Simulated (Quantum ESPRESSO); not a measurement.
The system is Co.

```xyz
1
Lattice="-1.4023 1.4023 1.4023 1.4023 -1.4023 1.4023 1.4023 1.4023 -1.4023" Properties=species:S:1:pos:R:3 pbc="T T T"
Co    0.0000    0.0000    0.0000
```

This isn't the form of Co at room conditions, which is hcp.

| Quantity | Value |
| --- | --- |
| Program | Quantum ESPRESSO 7.5 |
| Task | single point |
| Functional | PBE |
| Potentials or basis | SSSP 1.3 efficiency PBE |
| Cutoff | 748 eV |
| Density cutoff | 5987 eV |
| k mesh | 13 × 13 × 13 |
| Occupations | fermi-dirac, width 0.05 eV |
| Spin | collinear spin, ferromagnetic start |
| Starting moments | [2.0] μB |

On this cell: pressure 0.4 GPa; net moment 1.74 μB per cell; site moments Co +1.82 μB; band gap on the k mesh none (metal or under the smearing width).

The same run follows on a disturbed copy (cell strained at random at fixed volume):

```
CELL_PARAMETERS angstrom
-1.41629 1.38362 1.42624
1.41255 -1.37173 1.41061
1.41314 1.36858 -1.41436
ATOMIC_POSITIONS crystal
Co 0.99286 0.99699 0.99710
```

Problem. What changes?

Solution. The energy (extrapolated to zero smearing) moves by -1.1 meV/atom; pressure 0.5 GPa; net moment 1.75 μB per cell; site moments Co +1.82 μB; band gap on the k mesh none (metal or under the smearing width).

Stress tensor (GPa, compression positive):
```
 0.95  0.31  0.38
 0.31 -0.57 -1.19
 0.38 -1.19  1.18
```

The energy falls, though the first cell shows no forces: that form is unstable against this distortion, unless noise or another electronic state is at work.
